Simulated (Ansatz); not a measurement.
ZnCu: pressure and energy less free atoms against volume scale

Results calculated with Ansatz 0.2.0, not measured. Periodic Kohn-Sham DFT of a crystal at fixed atoms, scaled to volume_scale times the given cell; pressure positive in compression, energy less spherical unpolarised free atoms, largest_vzz the field gradient of largest size among the nuclei.

The cell before it is scaled or strained (space group Pm-3m, No. 221):
```
ZnCu
1.0
      2.9450     0.0000     0.0000
      0.0000     2.9450     0.0000
      0.0000     0.0000     2.9450
Zn Cu
1 1
Direct
  0.50000 0.50000 0.50000
  0.00000 0.00000 0.00000
```

Settings of every row: method all-electron LAPW; functional PBE; relativity scalar; k mesh 14x14x14; filling fermi-dirac; smearing width 0.08 eV; basis error target 0.25 meV/atom; nucleus gaussian.

Atom start moment: 0 on all atoms.

| row | volume scale | V (Å³/atom) | pressure (GPa) | energy less free atoms (eV/atom) |
| --- | --- | --- | --- | --- |
| 1 | 0.9405 | 12.011 | 11.258 | -2.4947 |
| 2 | 0.98 | 12.516 | ? | ? |
| 3 | 1 | 12.771 | 2.26 | -2.5255 |
| 4 | 1.02 | 13.026 | -0.121 | -2.5272 |
| 5 | 1.06 | 13.537 | -4.112 | -2.5202 |

Question: what pressure and energy less free atoms should row 2 give?

Worked fit of pressure. Take u = (V_r/V)^(2/3) − 1 with V_r = 12.899 Å³ an atom, which is twice the finite (Eulerian) strain; such expansions in the strain, on which the Birch-Murnaghan equation of state is built, carry the rest volume and the bulk modulus. The shown rows have u = 0.0487, 0.00667, -0.00651, -0.03167. Least squares give pressure = 1.0289 + 181.109 × u + 593.94 × u² GPa; a straight line predicts inner rows, each left out in turn, worse (root mean square 0.6 against 0.0077 GPa). The rows lie off it by 0.000, -0.003, 0.004, -0.001. The pressure vanishes at u = -0.0058, or V = 13.01 Å³ an atom, and there the bulk modulus at fixed shape and fractions is B = −V dP/dV = (2/3)(1 + u) dP/du = 115 GPa. The withheld row has u = 0.0203, so the fit gives 1.0289 + 181.109 × (0.0203) + 593.94 × (0.0203)² = 4.950 GPa.

The calculation gave 4.939 GPa. The fit lies 0.011 GPa (0.072 % of the column's range) above it; its largest miss of a shown row is 0.004 GPa.

Worked fit of energy less free atoms. Take u = (V_r/V)^(2/3) − 1 with V_r = 12.899 Å³ an atom, which is twice the finite (Eulerian) strain; such expansions in the strain, on which the Birch-Murnaghan equation of state is built, carry the rest volume and the bulk modulus. The shown rows have u = 0.0487, 0.00667, -0.00651, -0.03167. Least squares give energy less free atoms = −2.52683 + 0.1329 × u + 10.819 × u² eV/atom; a straight line predicts inner rows, each left out in turn, worse (root mean square 0.011 against 7.8e-05 eV/atom). All shown rows lie on it to the printed digit. Its lowest point lies at u = -0.0061, or V = 13.02 Å³ an atom, and the curvature there gives the bulk modulus at fixed shape and fractions, B = (4/9)(1 + u)² E″(u)/V = 117 GPa. The withheld row has u = 0.0203, so the fit gives −2.52683 + 0.1329 × (0.0203) + 10.819 × (0.0203)² = -2.5197 eV/atom.

The calculation gave -2.5198 eV/atom. The fit lies 0.0001 eV/atom (0.31 % of the column's range) above it, one unit of the last digit.
